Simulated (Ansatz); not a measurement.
# Si (Fd-3m): how far a G0W0 gap depends on its settings, part 2 of 2

Ansatz 0.2.0, plane waves. The steps go on from the part before.

## 4. From HSE06, 60 empty bands, 80 eV, plasmon_pole_fit_frequency 5

input.yaml

```yaml
crystal:
  lattice:
    - [0.0, 2.7221188962, 2.7221188962]
    - [2.7221188962, 0.0, 2.7221188962]
    - [2.7221188962, 2.7221188962, 0.0]
  atoms:
    - { symbol: Si, position: [0.0, 0.0, 0.0] }
    - { symbol: Si, position: [0.25, 0.25, 0.25] }
kpoints:
  mp_grid: { grid: [4, 4, 4] }
hamiltonian:
  xc: hse06
scf:
  occupations: { method: fixed }
gw:
  n_empty_bands: 60
  ecut_chi: 80
  qp_bands: [v1, c1]
  qp_kpoints: band_edges
  screening: { model: godby_needs }
  plasmon_pole_fit_frequency: 5
```

On the command line:

```sh
$ ansatz run input.yaml --threads 4 --pin off --max-ram 3686MiB --backend cpu --events-out ev --progress --plain --runs-dir out
```

The log of the run:

```text
Warning: RAYON_NUM_THREADS=4 ignored (pool sized by the plan → 4); use --threads N
Engine: ansatz 0.2.0, aarch64-unknown-linux-gnu
Pseudopotentials: kind: paw
Pseudopotential: Si, paw, valence charge 4, recommended cutoff 420 eV (normal), Si.paw.azcp
Functional definition: HSE06
  parameter a = 0.25
  parameter omega = 0.11/bohr
  exchange = pbe_x - a*pbe_x_sr(omega) + a*exact_x_sr(omega)
  correlation = pbe_c
davidson cushion auto → on  (no smearing: the cushion is to keep the highest requested band from converging to the state above it; pin scf.eigensolver.cushion to override)
Crystal: 2 atoms, lattice volume = 40.341 Å³
Basis set: ecut = 420 eV, 749 PW (Γ)
Bands: 8, of which v1, the nominal top of the filled ones, is band 4 counted from 1 (3 counted from 0)
Symmetry: 48 space group operations
Space group: Fd-3m (ITA 227), of the structure as read, at distance tolerance 3.4e-5 Å
k-points: 8 of 64
Non-local potential: Si, projectors of the file, l = 0: 2, l = 1: 2, l = 2: 2
PAW form: soft (Blöchl's): semilocal exchange-correlation on the pseudo side does not see the compensation charge
PAW frozen core: Si, regenerated for the run's functional, and the local potential with it (the file was generated under x = pbe(κ = 0.804, μ = 0.2195149727645171), c = pbe(β = 0.06672455060314922))
PAW one-centre angular grid: Si, 110 points (default); XC on 64 Gauss nodes
Initial density: superposition of atomic densities (neutral atoms: chi_scale 0, normalization atom), corrected by the library's trained network
Initial wavefunctions: pseudopotential atomic-orbital guess
Functional: x = pbe(κ = 0.804, μ = 0.2195149727645171), c = pbe(β = 0.06672455060314922), warm-up for x = pbe(κ = 0.804, μ = 0.2195149727645171) + 0.25 (exact − pbe) at short range (hse, ω = 0.20786987370883472 Å⁻¹), c = pbe(β = 0.06672455060314922); HSE06 as pw.x's `hse` composes it (authors' and Libxc's form: `xc: wpbeh`)
SCF iter   1: F=—  HF=-1271.424165 eV  |F-HF|=—  |Δ(HF+E_count)|=         —  Δρ=1.63e-3  dr2=1.56e-3  ethr=1.77e-3  ⟨swp⟩=6.9  Hψ=347  notcnv=0
preconditioner: auto → none  [insulator: Δε(μ)=0.715 eV  Ē_g=9.370 eV  n_scr=8 (ndim 8)  ℏωp=16.5 eV  f_vac=0.000]
SCF iter   2: F=—  HF=-1271.424000 eV  |F-HF|=—  |Δ(HF+E_count)|=   1.65e-4  Δρ=6.53e-4  dr2=2.18e-4  ethr=1.95e-5  ⟨swp⟩=3.8  Hψ=195  notcnv=0  defer=2
iter 3 solved again at ethr=2.51e-8 eV; its pass at ethr=2.72e-6 eV (dr2=2.01e-6 eV) is discarded
SCF iter   3: F=-1271.424044 eV  HF=-1271.424040 eV  |F-HF|=4.71e-6  |Δ(HF+E_count)|=   3.95e-5  Δρ=9.34e-5  dr2=2.01e-6  ethr=2.51e-8  ⟨swp⟩=3.8  Hψ=403  notcnv=0  defer=1
SCF 1 stopped early in 3 iterations: F = -1271.424044 eV  dr2 = 2.01e-6
Initial density: handed on by an earlier stage of this run
Initial wavefunctions: those handed on with the density
Functional: x = pbe(κ = 0.804, μ = 0.2195149727645171) + 0.25 (exact − pbe) at short range (hse, ω = 0.20786987370883472 Å⁻¹), c = pbe(β = 0.06672455060314922); HSE06 as pw.x's `hse` composes it (authors' and Libxc's form: `xc: wpbeh`)
Exchange kernel: α = 0.2500, screened, ω = 0.2079 Å⁻¹, Wigner–Seitz truncation, v(0) = 1020.9122 eV·Å³, q-mesh 4×4×4, nearest image of the exchange supercell L = 15.40 Å, pair-density grid 20×20×20, without the augmentation charges, whose exchange is taken in its separable form by FFT convolution over the k-point mesh (sized by the pseudopotential files, 24×24×24 at the most), smooth part of the exact exchange by density-matrix convolution
Frozen-core exchange: fock
SCF iter   1: F=—  HF=-1272.416746 eV  |F-HF|=—  |Δ(HF+E_count)|=         —  Δρ=3.03e-3  dr2=2.84e-3  ethr=2.51e-7  ⟨swp⟩=7.4  Hψ=407  notcnv=0
preconditioner: auto → none  [insulator: Δε(μ)=1.284 eV  Ē_g=10.743 eV  n_scr=8 (ndim 8)  ℏωp=16.5 eV  f_vac=0.000]
SCF iter   2: F=—  HF=-1272.415618 eV  |F-HF|=—  |Δ(HF+E_count)|=   1.13e-3  Δρ=1.39e-3  dr2=7.66e-4  ethr=2.51e-7  ⟨swp⟩=4.0  Hψ=257  notcnv=0
SCF iter   3: F=—  HF=-1272.417792 eV  |F-HF|=—  |Δ(HF+E_count)|=   2.17e-3  Δρ=4.38e-4  dr2=5.96e-5  ethr=2.51e-7  ⟨swp⟩=4.1  Hψ=254  notcnv=0
SCF iter   4: F=—  HF=-1272.417774 eV  |F-HF|=—  |Δ(HF+E_count)|=   1.81e-5  Δρ=4.75e-5  dr2=5.00e-6  ethr=2.51e-7  ⟨swp⟩=2.0  Hψ=160  notcnv=0
SCF iter   5: F=-1272.417813 eV  HF=-1272.417814 eV  |F-HF|=6.91e-7  |Δ(HF+E_count)|=   3.92e-5  Δρ=6.31e-5  dr2=1.48e-6  ethr=5.47e-9  ⟨swp⟩=4.0  Hψ=257  notcnv=0
SCF 2 stopped early in 5 iterations: F = -1272.417813 eV  dr2 = 1.48e-6
hybrid outer 1: dexx = +2.891e-3 eV, tail = 4.37e-6 eV
Exchange kernel: α = 0.2500, screened, ω = 0.2079 Å⁻¹, Wigner–Seitz truncation, v(0) = 1020.9122 eV·Å³, q-mesh 4×4×4, nearest image of the exchange supercell L = 15.40 Å, pair-density grid 20×20×20, without the augmentation charges, whose exchange is taken in its separable form by FFT convolution over the k-point mesh (sized by the pseudopotential files, 24×24×24 at the most), smooth part of the exact exchange by density-matrix convolution
Frozen-core exchange: fock
SCF iter   1: F=—  HF=-1272.417800 eV  |F-HF|=—  |Δ(HF+E_count)|=         —  Δρ=1.45e-5  dr2=4.80e-8  ethr=2.73e-7  ⟨swp⟩=2.0  Hψ=160  notcnv=0
preconditioner: auto → none  [insulator: Δε(μ)=1.327 eV  Ē_g=10.755 eV  n_scr=8 (ndim 8)  ℏωp=16.5 eV  f_vac=0.000]
SCF iter   2: F=-1272.417800 eV  HF=-1272.417800 eV  |F-HF|=7.89e-10  |Δ(HF+E_count)|=   1.58e-8  Δρ=7.18e-6  dr2=8.13e-9  ethr=5.80e-10  ⟨swp⟩=4.0  Hψ=222  notcnv=0  defer=1
SCF 3 converged in 2 iterations: F = -1272.417800 eV  dr2 = 8.13e-9
hybrid outer 2: dexx = +2.122e-8 eV, tail = 1.70e-8 eV, Δε = 8.23e-4 eV (about 9.16e-5 eV left of the loop's levels)
NSCF: frozen V_eff on 8 k-points
Exchange-term sweep: 0 of 8 (spin, k) points
Exchange-term sweep: 1 of 8 (spin, k) points
Exchange-term sweep: 2 of 8 (spin, k) points
Exchange-term sweep: 3 of 8 (spin, k) points
Exchange-term sweep: 4 of 8 (spin, k) points
Exchange-term sweep: 5 of 8 (spin, k) points
Exchange-term sweep: 6 of 8 (spin, k) points
Exchange-term sweep: 7 of 8 (spin, k) points
Exchange-term sweep: 8 of 8 (spin, k) points
G₀W₀ screening: q 1/8
G₀W₀ screening: q 2/8 (q-point 5)
G₀W₀ screening: q 3/8 (q-point 6)
G₀W₀ screening: q 4/8 (q-point 2)
G₀W₀ screening: q 5/8 (q-point 4)
G₀W₀ screening: q 6/8 (q-point 8)
G₀W₀ screening: q 7/8 (q-point 3)
G₀W₀ screening: q 8/8 (q-point 7)
G₀W₀ self-energy: k 1/5
G₀W₀ self-energy: k 2/5
G₀W₀ self-energy: k 3/5
G₀W₀ self-energy: k 4/5
G₀W₀ self-energy: k 5/5
NSCF: frozen V_eff on 1 k-points
hybrid SCF converged: 2 outer / 7 inner (+3 warm-up), last move |dexx| = 2.12e-8 eV, tail = 1.70e-8 eV
Stability not checked: this state was not tested for a lower state beside it, because the functional holds exact exchange (a hybrid, or Hartree-Fock), whose exchange loop this test does not read (fock_operator; see scf.lower_state_search)
Free energy (F): -1272.417800 eV
Frozen-core exchange: fock
Harris-Foulkes:  -1272.417800 eV  (|F-HF|=7.89e-10)
Internal energy: -1272.417800 eV  (E = F + TS)
E sigma→0 (E₀):  -1272.417800 eV
Fermi energy:    5.821566 eV
--- Per-component energies (eV) ---
  E_band       = 2.426147
  E_kinetic    = 81.294496
  E_local      = -54.652309  (includes V_loc(G=0)·N_el)
  E_nonlocal   = 50.488220
  E_hartree    = 15.318776
  E_xc         = -89.965315
  E_vxc        = -76.362205  (∫ρ·V_xc dr)
  E_exx        = -11.205044  (= α·E_x^exact, valence–valence)
  E_paw        = -1035.614865  (= ΣΔE_a)
  E_vpaw       = -6.569324  (= ΣTr[D̂ρ^β])
  E_aug_tail   = 0.000012  (compensation charges beyond the density's cutoff)
  E_ewald      = -227.963539
  E_core_change = -0.118233  (= ΣΔE_core)
  E_smearing   = -0.000000  (= −TS)
  E_closure    = -0.000000  (closes the sum)
  Σ components = -1272.417800   (vs F -1272.417800, Δ=0.00e0)
--- Band table (eV; the first three rows and the last of 8) ---
  k-point 0: bands = ["-7.3819", "5.8216", "5.8216", "5.8216", "9.1565", "9.1565"]
  k-point 1: bands = ["-6.5008", "1.5714", "5.0158", "5.0158", "8.5953", "10.1534"]
  k-point 2: bands = ["-4.8093", "-1.8271", "4.5195", "4.5195", "8.0745", "9.9687"]
  k-point 7: bands = ["-2.6119", "-2.6119", "1.6810", "1.6810", "10.8728", "10.8728"]
  guard bands above this table: 2 of the run's 8 bands. The solve was not asked for them (output.publish_guard_bands: true or output.eigenvalues: true publishes all)
--- G₀W₀: ω_p = 5.0000 eV, 64 q-points, 60 empty bands' worth ---
  eigenvalues of the whole cell's RPA ε∞ on this k-mesh (on a slab, of 1 + 4πα/V) = 14.7912, 14.7912, 14.7912; static W/v taken at q = 0 is 0.067608
  GN-PPA: 64186/286645 pairs with Re ω̃² < 0 across q-mesh
  bands read: the sum over 64 bands ends inside a degenerate multiplet in 1 slot, whose members it reads at an even weight; the widest, k=0: bands 64 to 66 (counted from 1) at 1/3 each
  gw.qp_kpoints: band_edges: 5 of 8 stored k-points solved, in 1 pass; an edge of the gap read off the rows below is read off those points alone
    valence top: of the k-points left out ik 5 came nearest to being solved in a further pass, in band 4 (counted from 1, as in the quasiparticle table): it holds the edge there only if its correction is more favourable than any solved in that band by at least 1.362 eV; those differ by 0.064 eV
    conduction bottom: of the k-points left out ik 4 came nearest to being solved in a further pass, in band 5 (counted from 1, as in the quasiparticle table): it holds the edge there only if its correction is more favourable than any solved in that band by at least 0.864 eV; those differ by 0.082 eV
    ik  band        ε_KS         Σx   Σc(E_QP)       V_xc       Z   E_QP_lin       E_QP  E_QP is
     0     4      5.8216   -14.9465     1.5059   -13.5903  0.7761     5.9712     5.9714  root
     0     5      9.1565    -6.8000    -3.9386   -10.9429  0.7740     9.3611     9.3608  root
     1     4      5.0158   -14.8677     1.6645   -13.3667  0.7720     5.1792     5.1794  root
     1     5      8.5953    -7.5321    -3.9010   -11.6235  0.7786     8.7860     8.7857  root
     2     4      4.5195   -15.0901     1.8713   -13.3946  0.7684     4.6952     4.6955  root
     2     5      8.0745    -7.7157    -3.7943   -11.7074  0.7817     8.2722     8.2719  root
     3     4      3.7917   -14.7322     1.9851   -12.9292  0.7646     3.9736     3.9739  root
     3     5      7.5985    -6.3536    -3.6237   -10.1318  0.7851     7.7531     7.7529  root
     6     4      2.7121   -15.0434     2.4014   -12.8555  0.7557     2.9252     2.9255  root
     6     5      7.1488    -5.7862    -3.5916    -9.5003  0.7896     7.2714     7.2713  root
```

It took 12 s on 4 threads of Arm Neoverse N1, shared host; peak memory 0.46 GiB.

On its 4×4×4 mesh the gap goes from 1.33 eV (HSE06) to 1.30 eV, a shift of -0.03 eV, with 60 empty bands and a screening cutoff of 80 eV. The renormalisation factors Z of the two edge bands lie between 0.76 and 0.79.

## 5. All runs side by side

What follows sums up all 2 parts.

```
start  potentials   frequencies  empty bands  cutoff (eV)   mesh  Kohn-Sham gap (eV)  G0W0 gap (eV)
  PBE         PAW          full          150          100  4×4×4                0.71           1.13
  LDA         PAW          full           15           60  4×4×4                0.59           0.91
HSE06         PAW  pole at 5 eV           60           80  4×4×4                1.33           1.30
```

Gaps are those on each run's own mesh.

Over the runs in the table the G0W0 gap on the mesh spans 0.91 to 1.30 eV, and the shift from the starting levels -0.03 to +0.43 eV; where more than one setting differs between two runs, no single one explains their difference. G0W0 values are finite-basis, finite-mesh values.
